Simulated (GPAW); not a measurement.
Crystal: As.

```
As
1.0
     2.70368    0.00000    0.00000
     0.00000    2.70368    0.00000
     0.00000    0.00000    2.70368
As
1
Direct
  0.50000 0.50000 0.50000
```

This isn't the form of As at room conditions, which is rhombohedral.

```yaml
Program: GPAW 26.7.0
Task: relaxation of cell and atoms
Functional: PBE
Potentials_or_basis: GPAW PAW data sets (gpaw-data 1.2.1)
Cutoff: 600 eV
Basis: pw
k_mesh: 10 × 10 × 10
Occupations: fermi-dirac, width 0.05 eV
Spin: no spin polarisation
```

At the start: pressure 2.2 GPa; volume 19.76 Å³/atom.

Q: How do energy, volume and symmetry change on relaxing?

A: Over 3 steps the energy falls by 3.6 meV/atom and the volume is 20.27 Å³/atom (+2.6 %); space group Pm-3m (No. 221, to 0.05 Å).

Step by step:
| step | energy change (eV) | largest force (eV/Å) | pressure (GPa) | volume (Å³) |
| --- | --- | --- | --- | --- |
| 1 | 0.0000 | 0.0000 | 2.23 | 19.76 |
| 2 | -0.0025 | 0.0000 | 1.18 | 20.00 |
| 3 | -0.0036 | 0.0000 | 0.03 | 20.27 |

Final structure:
```
As
1.0
     2.72676    0.00000    0.00000
     0.00000    2.72676    0.00000
     0.00000    0.00000    2.72676
As
1
Direct
  0.50000 0.50000 0.50000
```

Caveat: later steps reuse the first step's grids.
